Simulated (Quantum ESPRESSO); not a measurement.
# RbCl in Quantum ESPRESSO: the effect of functional

The system is RbCl.

```
CELL_PARAMETERS angstrom
0.00000 3.27400 3.27400
3.27400 0.00000 3.27400
3.27400 3.27400 0.00000
ATOMIC_POSITIONS crystal
Rb 0.00000 0.00000 0.00000
Cl 0.50000 0.50000 0.50000
```

Alike in all runs:

| Item | Value |
| --- | --- |
| Program | Quantum ESPRESSO 7.5 |
| Task | dielectric tensor |
| k mesh | 6 × 6 × 6, shifted |
| Occupations | fermi-dirac, width 0.05 eV |
| Spin | no spin polarisation |

```csv
functional,potentials or basis,cutoff,pressure (GPa),dielectric constant (mean)
LDA,PseudoDojo 0.4.1 SR LDA standard,762 eV,-1.4,2.43
PBE,PseudoDojo 0.4.1 SR PBE standard,789 eV,1.1,2.35
PBEsol,PseudoDojo 0.4.1 SR PBEsol standard,789 eV,0.0,2.39
WC,PseudoDojo 0.4.1 SR PBE standard,789 eV,0.1,2.38
BLYP,PseudoDojo 0.4.1 SR PBE standard,789 eV,?,?
AM05,PseudoDojo 0.4.1 SR PBE standard,789 eV,0.8,2.36
```

Problem. What does the run with functional BLYP give?

Solution. Pressure 2.0 GPa; dielectric constant 2.35 mean.

Caveats: the potentials were made for another functional, which shifts forces and pressure (some runs).
